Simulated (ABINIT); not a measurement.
The system is P.

```xyz
4
Lattice="1.6477 -5.4650 0.0000 1.6477 5.4650 0.0000 0.0000 0.0000 4.5436" Properties=species:S:1:pos:R:3 pbc="T T T"
P     1.6477   -4.4173    2.6754
P     1.6477    4.4173    1.8683
P     1.6477   -1.0477    0.4035
P     1.6477    1.0477    4.1401
```

Base run:

- Program: ABINIT 10.8.3 (patched build)
- Functional: LDA
- Potentials or basis: JTH PAW LDA v2.0
- Cutoff: 544 eV
- k mesh: 6 × 6 × 5
- Occupations: fermi-dirac, width 0.05 eV
- Spin: no spin polarisation

Its results: band gap on the k mesh none (metal or under the smearing width); pressure -2.1 GPa; largest force 0.196 eV/Å.

Problem. After a change of settings the same cell gave: band gap on the k mesh 0.34 eV, direct; pressure -2.0 GPa; largest force 0.200 eV/Å. Which change was it?
A. k mesh from 6 × 6 × 5 to 5 × 5 × 4
B. potentials or basis from JTH PAW LDA v2.0 to PseudoDojo NC SR LDA v0.4.1 standard; cutoff from 544 eV to 490 eV; k mesh from 6 × 6 × 5 to 6 × 6 × 4
C. functional from LDA to PBEsol; potentials or basis from JTH PAW LDA v2.0 to JTH PAW PBE v2.0
D. k mesh from 6 × 6 × 5 to 3 × 3 × 2

Solution. A.

Caveats: an odd mesh through Γ misses points on the zone boundary, where band edges often lie (some runs).

Not every run made on this cell is shown here.
